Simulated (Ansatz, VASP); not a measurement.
# C31N (substitutional N in diamond) in two plane-wave programs, part 2 of 2

One calculation is typed for both programs; each brings its own data sets. How far apart do they land? The structure shown is the start of the Ansatz relaxation below; VASP solves that cell, so the two are compared at the walk's first step.

VASP 6.6.1 and Ansatz 0.2.0.

So far: Starting point; Ansatz: relaxation, HSE06.

## (3) VASP: single point, HSE06, start cell

Level of this step: HSE06; plane waves and PAW (C, N) (VASP).

The same cell, functional, mesh and smearing now go to VASP, with its own data sets.

Lines of VASP's logs that name or quote its potential files are left out, and so is its time.

The run reads the wave functions of an earlier VASP run, which isn't shown here.

INCAR

```
SYSTEM = C31N
PREC = Accurate
ENCUT = 520
EDIFF = 1E-06
NELM = 100
ISMEAR = -1
SIGMA = 0.01
LREAL = Auto
ALGO = Normal
LHFCALC = .TRUE.
AEXX = 0.25
GGA = PE
HFSCREEN = 0.208
LASPH = .TRUE.
NELECT = 128
NBANDS = 86
PRECFOCK = Fast
LORBIT = 11
LWAVE = .FALSE.
LCHARG = .FALSE.
ISIF = 2
```

POSCAR

```
C31N
1.0
   -3.5715817552      3.5715817552      3.5715817552
    3.5715817552     -3.5715817552      3.5715817552
    3.5715817552      3.5715817552     -3.5715817552
C N
31 1
Direct
    0.0117585157      0.0179066320      0.5035204633
    0.0117576757      0.2694961409      0.2624963012
    0.9932542493      0.4930389728      0.9806144715
    0.0155450732      0.7625454733      0.7683058062
    0.2643333024      0.0020691113      0.2454049942
    0.2696099560      0.2617294140      0.0091614871
    0.2393932321      0.4843475856      0.7317019962
    0.2596951613      0.7421584277      0.4931666474
    0.4822748345      0.9891893837      0.9835249466
    0.5135010552      0.2458981931      0.7590579429
    0.5191507929      0.7607118320      0.2639116404
    0.7575847861      0.0191367592      0.7552100679
    0.7408562036      0.2509750753      0.5106271185
    0.7564904530      0.5047188119      0.2385279292
    0.7434203336      0.7625489732      0.0050654027
    0.0008696427      0.0036328442      0.2673664123
    0.0188139330      0.2547290143      0.0054222474
    0.9845579623      0.4873623563      0.7316483785
    0.0189098289      0.7548897617      0.5100304641
    0.2692994494      0.0070876160      0.0061196975
    0.2500960530      0.2348495870      0.7524635257
    0.2341543768      0.4895361831      0.4818397332
    0.2486192564      0.7613035866      0.2648039622
    0.4955867236      0.9980171250      0.7321110587
    0.4987690671      0.2532393382      0.5163887113
    0.5109030466      0.5134404378      0.2693096689
    0.5039534647      0.7672709706      0.0005196577
    0.7467460310      0.9841847383      0.5023219747
    0.7633497388      0.2669152116      0.2671089633
    0.7430564892      0.4990035570      0.9823960351
    0.7548819220      0.7406551722      0.7595556216
    0.4927742442      0.4990648744      0.4824429673
```

KPOINTS

```
Automatic mesh
0
Gamma
1 1 1
0 0 0
```

Potentials, in the order of the species: C and N (PBE family, release 64).

The run is started by

```sh
$ export OMP_NUM_THREADS=3
$ mpirun -np 1 vasp_gam
```

Numbers of over 12 decimals in the logs are rounded to 6 here.

What it wrote:

```text
[banner, memory and clock lines left out]
running    1 mpi-ranks, on    1 nodes
[...]
Offloading initialized ...    1 GPUs detected
[...]
LDA part: xc-table for (Slater+PW92), standard interpolation
 found WAVECAR, reading the header
 POSCAR, INCAR and KPOINTS ok, starting setup
[...]
reading WAVECAR
 the WAVECAR file was read successfully
 initial charge from wavefunction
 entering main loop
       N       E                     dE             d eps       ncg     rms          rms(c)
DAV:   1    -0.335304518037E+03   -0.33530E+03   -0.42599E+00   184   0.795E+00    0.300E+00
DAV:   2    -0.335313434226E+03   -0.89162E-02   -0.73779E-02   208   0.101E+00    0.173E+00
DAV:   3    -0.335302283119E+03    0.11151E-01   -0.78446E-03   194   0.328E-01    0.941E-01
DAV:   4    -0.335299195911E+03    0.30872E-02   -0.26754E-03   194   0.189E-01    0.495E-01
[...]
DAV:   8    -0.335298073175E+03    0.17128E-04   -0.10069E-05   208   0.126E-02    0.404E-02
DAV:   9    -0.335298068650E+03    0.45244E-05   -0.24093E-06   122   0.656E-03    0.225E-02
DAV:  10    -0.335298067701E+03    0.94942E-06   -0.98007E-07    98   0.457E-03
   1 F= -.33529807E+03 E0= -.33529807E+03  d E =-.477171E-14
```

From OUTCAR (step 3):

```text
  Total      -13.2698535    -14.6229716    -13.0589972      4.9100489      1.3346873      0.2590449
  in kB     -116.6634815   -128.5595790   -114.8097137     43.1672734     11.7340607      2.2774237
  external PRESSURE =    -120.0109247 kB  Pullay stress =       0.0000000 kB

 POSITION                                       TOTAL-FORCE (eV/Angst)
 -----------------------------------------------------------------------------------
      1.82032      1.77641     -1.69241        -0.837194      3.719203     -6.227602
      1.85806      0.01699      0.06699        -5.203614     -2.441591     -4.322674
      1.71579      5.28890      1.80607         2.724816      2.685801      0.941791
      5.41204      0.07609      0.03495        -3.436717     -2.601979     -1.658252
     -0.06021      1.81318      0.07499         4.819433      0.647709     -3.132012
      0.00458      0.06087      1.86500         0.321341     -0.141034     -2.588276
      3.48821      1.73846     -0.02843         1.894652      1.820831      1.002556
      3.48454      0.03823      1.81682         3.908115     -1.526584     -0.901765
      5.32323      1.70225      1.74272        -0.161283      3.537550      5.513998
      1.75527      3.66680      0.00122         2.445883     -6.370733     -0.935721
      1.80534      0.07983      3.62855        -0.231701     -3.724475     -3.225659
      0.05987      5.33472      0.07683        -3.354557      3.442033     -3.401610
      0.07410      3.57340      1.71866        -2.830176     -1.344669      1.945993
     -0.04730      1.75114      3.65259         2.997816      3.181810     -1.716183
[...]
-----------------------------------------------------------------------------------
    total drift:                                0.037199     -0.025279     -0.036441

  FREE ENERGIE OF THE ION-ELECTRON SYSTEM (eV)
  ---------------------------------------------------
  free  energy   TOTEN  =      -335.2980677009 eV

  energy  without entropy=     -335.2980677009  energy(sigma->0) =     -335.29806770

[... 3 further parts left out ...]
[key lines of the parts left out:]
E-fermi :   9.8953
```

The run ends at a pressure of -12.00 GPa, with forces up to 7.4 eV/Å.

## (4) Differences

Known differences besides the potentials themselves: exact exchange at q = 0 is treated differently, which shows on coarse meshes; VASP keeps PBE cores, Ansatz makes them for the functional; the cutoff is 420 eV in Ansatz and 520 eV in VASP (PREC = Accurate, projectors in real space); VASP takes a coarser grid for exact exchange (PRECFOCK = Fast). Total energies have different zeros and are not compared.

Forces on 8 of the 32 atoms, those with the largest forces and the largest differences (eV/Å; atoms numbered as in POSCAR):

```
atom          Ansatz x, y, z            VASP x, y, z
  C1   -0.854, 3.727, -6.222   -0.837, 3.719, -6.228
  C2  -5.179, -2.415, -4.302  -5.204, -2.442, -4.323
 C10   2.441, -6.381, -0.928   2.446, -6.371, -0.936
 C11  -0.200, -3.697, -3.229  -0.232, -3.724, -3.226
 C16   -3.172, -3.723, 5.355   -3.201, -3.740, 5.369
 C23   -6.713, -1.433, 2.629   -6.720, -1.446, 2.619
 C26   -5.470, -3.006, 3.422   -5.495, -3.021, 3.447
 N32    2.832, 5.631, -2.939    2.851, 5.651, -2.957
```

The forces differ by 15 meV/Å r.m.s., which is 0.5 % of the r.m.s. force of 3.134 eV/Å (both taken over all components). The cell carries a charge of +1 e against a uniform background, so its pressure also hangs on how the neutralising background is counted, and in a defect's cell a gap may be the spacing between its levels.

## (5) Summary of results

```yaml
r_m_s_force_difference_single_point_hse06_start_cell: 0.47 % of the r.m.s. force
```

**Reading.** The r.m.s. force difference is 0.47 % of the r.m.s. force (single point, HSE06, start cell), within the 3 % picked in this series as the mark of a large difference. 1 further run of this series is not shown here. Such differences can come from data sets, numerical settings and the points named under the comparisons, not from the functional's error against experiment.

[Lines on the potential files, build, host, timing and source positions are cut from VASP's logs without a mark.]

[Logs are printed without paths, hosts, clocks, repeated set-up lines and the standing remarks that a program may print on its own settings, such as how far it seeks lower states.]

[Hosts, paths, dates, database ids (printed as entryN), source tags and the programs' standing remarks are cut or masked in the printed files.]
